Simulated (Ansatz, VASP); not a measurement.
# Pt: VASP beside Ansatz

```
Pt
1.0
     0.00000    1.96090    1.96090
     1.96090    0.00000    1.96090
     1.96090    1.96090    0.00000
Pt
1
Direct
  0.00000 0.00000 0.00000
```

Alike in both runs: task single point; functional PBE; k mesh 12 × 12 × 12; occupations gaussian, width 0.024 eV; no spin polarisation.

```csv
,VASP,Ansatz
version,VASP 6.6.1,Ansatz 0.2.0
potentials or method,"VASP PAW PBE potentials, release 64 (Pt)",Ansatz PAW
plane-wave cutoff (eV),520,420
valence electrons in the cell,10,18
```

|  | VASP | Ansatz | Ansatz less VASP |
| --- | --- | --- | --- |
| gap on the k mesh at the Fermi level (eV) | none | none | - |
| pressure (GPa) | 9.7 | 10.2 | +0.53 |

A gap of «none» marks a metal or a gap that the smearing closes. With one functional, cell and mesh, what is left measures potentials, basis and numerics. The two sets of potentials don't hold the same shells in valence.

The runs have no spin-orbit coupling, so splittings on Pt are missing.
